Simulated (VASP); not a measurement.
Set up this calculation in VASP 6.6.1, as the native input.

```yaml
Task: single point
Functional: LDA
Potentials_or_basis: VASP PAW LDA potentials, release 64 (Cd, S)
Cutoff: 520 eV
k_mesh: 6 × 6 × 6
Occupations: gaussian, width 0.1 eV
Spin: no spin polarisation
Dipole_correction: no
Further_INCAR_settings: ALGO = Normal; EDIFF = 1e-07; NBANDS = 16
```

The structure of CdS (Hawleyite) lies in POSCAR:

```
CdS
1.0
    0.0000000000      2.9165000000      2.9165000000
    2.9165000000      0.0000000000      2.9165000000
    2.9165000000      2.9165000000      0.0000000000
Cd S
1 1
Direct
    0.0000000000      0.0000000000      0.0000000000
    0.2500000000      0.2500000000      0.2500000000
```

These files were run (other wordings do the same):

INCAR

```
SYSTEM = CdS
PREC = Accurate
ENCUT = 520
EDIFF = 1E-7
ISMEAR = 0
SIGMA = 0.1
LREAL = .False.
LASPH = .True.
NELM = 100
ALGO = Normal
ISIF = 2
LWAVE = .False.
LCHARG = .False.
GGA = CA
NBANDS = 16
```

KPOINTS

```
Automatic mesh
0
Gamma
  6 6 6
  0 0 0
```

Potentials or basis: VASP PAW LDA potentials, release 64 (Cd, S).

The run is started by

```bash
$ cat potpaw_LDA.64/Cd/POTCAR potpaw_LDA.64/S/POTCAR > POTCAR
$ mpirun -np 1 vasp_std > vasp.out
```

Results of the run:

```json
{
 "Pressure": "-2.0 GPa",
 "Band gap on the k mesh": "0.89 eV, direct"
}
```

Wall time 6.6 s on 1 thread of Intel(R) Xeon(R) 6975P-C (Granite Rapids), on a shared host, peak memory 0.15 GiB.
